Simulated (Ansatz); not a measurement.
Structure types of Sc compared at 32 GPa

Structure types of Sc are relaxed in primitive cells with their symmetry kept at 32 GPa, on PAW files; LAPW relaxes the small cells further and takes the PAW cell for the others (marked *). The enthalpy is E + pV at zero temperature, without zero-point motion. Only the types listed were tried, and differences under about 5 meV/atom are mesh noise. The real phase may be another.

Level of theory: DFT with PBE, scalar-relativistic, in Ansatz 0.2.0; Fermi–Dirac smearing of 0.1 eV, no spin polarisation. LAPW: all electrons, basis error target 0.5 meV/atom; PAW: frozen-core files, cutoff 420 eV.

k meshes: fcc 16×16×16, bcc 17×17×17, hcp 15×15×8, diamond 12×12×12, beta tin 16×16×16, dhcp 12×12×4.

```tsv
start type	ends as	a, b, c (Å)	V (Å³/atom)	H − H(lowest), LAPW (meV/atom)
fcc	fcc, Fm-3m	4.101, 4.101, 4.101	17.25	?
bcc	bcc, Im-3m	3.268, 3.268, 3.268	17.46	127.9
hcp	hcp, P6_3/mmc	2.964, 2.964, 4.590	17.47	9.3
diamond	diamond, Fd-3m	4.971, 4.971, 4.971	15.35	1861.7
beta tin	beta tin, I4_1/amd	4.836, 4.836, 2.841	16.61	?
dhcp*	dhcp, P6_3/mmc	2.920, 2.920, 9.361	17.28	0.0
```

Problem. Give the missing entry: row "fcc", column "H − H(lowest), LAPW (meV/atom)".

Solution. 21.8.

Problem. Fill in "H − H(lowest), LAPW (meV/atom)" for the row "beta tin".

Solution. 293.0.

Problem. Split the lead of dhcp over hcp into energy and pV.

Solution. For hcp less dhcp: ΔE = -28.2 meV/atom, and p·ΔV = 32 GPa × +0.1876 Å³ × 6.242 meV/(GPa·Å³) = +37.5 meV/atom, together 9.3 meV/atom. dhcp wins by its smaller volume, against the internal energy.
